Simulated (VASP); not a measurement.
Here is a VASP 6.6.1 calculation.

Contents of INCAR:

```
PREC = Accurate
ENCUT = 400
EDIFF = 1E-6
ISMEAR = 1
SIGMA = 0.1
LREAL = Auto
LASPH = True
NELM = 100
ALGO = Fast
ISIF = 2
LWAVE = False
LCHARG = False
GGA = PE
IVDW = 12
IBRION = 2
NSW = 120
EDIFFG = -0.03
ISYM = 0
KPAR = 4
```

Contents of KPOINTS:

```
regular mesh
0
Gamma
  6 6 1
```

The input POSCAR:

```
Pt
1.0
    5.5437171645      0.0000000000      0.0000000000
    2.7718585823      4.8009998959      0.0000000000
    0.0000000000      0.0000000000     23.2896391657
Pt
16
Selective dynamics
Direct
    0.0000000000      0.0000000000      0.1073438700  F F F
    0.5000000000      0.0000000000      0.1073438700  F F F
    0.0000000000      0.5000000000      0.1073438700  F F F
    0.5000000000      0.5000000000      0.1073438700  F F F
    0.1666666667      0.1666666667      0.2045206893  F F F
    0.6666666667      0.1666666667      0.2045206893  F F F
    0.1666666667      0.6666666667      0.2045206893  F F F
    0.6666666667      0.6666666667      0.2045206893  F F F
    0.8333333333      0.3333333333      0.3016975085  T T T
    0.3333333333      0.3333333333      0.3016975085  T T T
    0.8333333333      0.8333333333      0.3016975085  T T T
    0.3333333333      0.8333333333      0.3016975085  T T T
    0.0000000000      0.0000000000      0.3988743277  T T T
    0.5000000000      0.0000000000      0.3988743277  T T T
    0.0000000000      0.5000000000      0.3988743277  T T T
    0.5000000000      0.5000000000      0.3988743277  T T T
```

Potentials or basis: VASP PAW PBE potentials, release 64 (Pt).

Launch:

```bash
$ cat potpaw_PBE.64/Pt/POTCAR > POTCAR
$ mpirun -np 4 vasp_std > vasp.out
```

**Question.** Estimate the energy gained by relaxing.

**Answer.** 1.1 meV/atom.

**Question.** What does it give for the dispersion energy per atom?

**Answer.** -0.579 eV.

**Question.** Predict the band gap on the k mesh.

**Answer.** None (metal or under the smearing width).

The path:
```csv
step,energy change (eV),largest force (eV/Å),pressure (GPa)
1,0.0000,0.2991,-2.17
2,-0.0158,0.2442,-2.30
3,-0.0159,0.2432,-2.31
4,-0.0159,0.2434,-2.32
5,-0.0164,0.2421,-2.34
6,-0.0174,0.2403,-2.42
```

The run has no spin-orbit coupling, so splittings on Pt are missing.
